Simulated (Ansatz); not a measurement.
Take LaAlO3 (space group R-3c, No. 167; a = 5.367 Å, c = 13.108 Å (hexagonal axes)) as the base.

Method: r2SCAN/PAW in Ansatz (a program for electronic structure), no spin-orbit coupling, earlier PAW set.

Base values:

| Item | Value |
|---|---|
| Gap character | indirect, F → Γ |
| Pressure | 0.00 GPa |

The change: every lattice vector is shortened by 2.66 %; the atoms relax in the strained cell.

### Question
How does this affect the gap character, pressure and largest internal atomic displacement?

### Answer
The gap character goes from indirect, F → Γ to direct at Γ; the pressure (mean of the normal stresses, compression positive) goes from zero to 19.28 GPa; the largest internal atomic displacement comes out as 0.103 Å.

Whether these cells are dynamically stable was not tested.
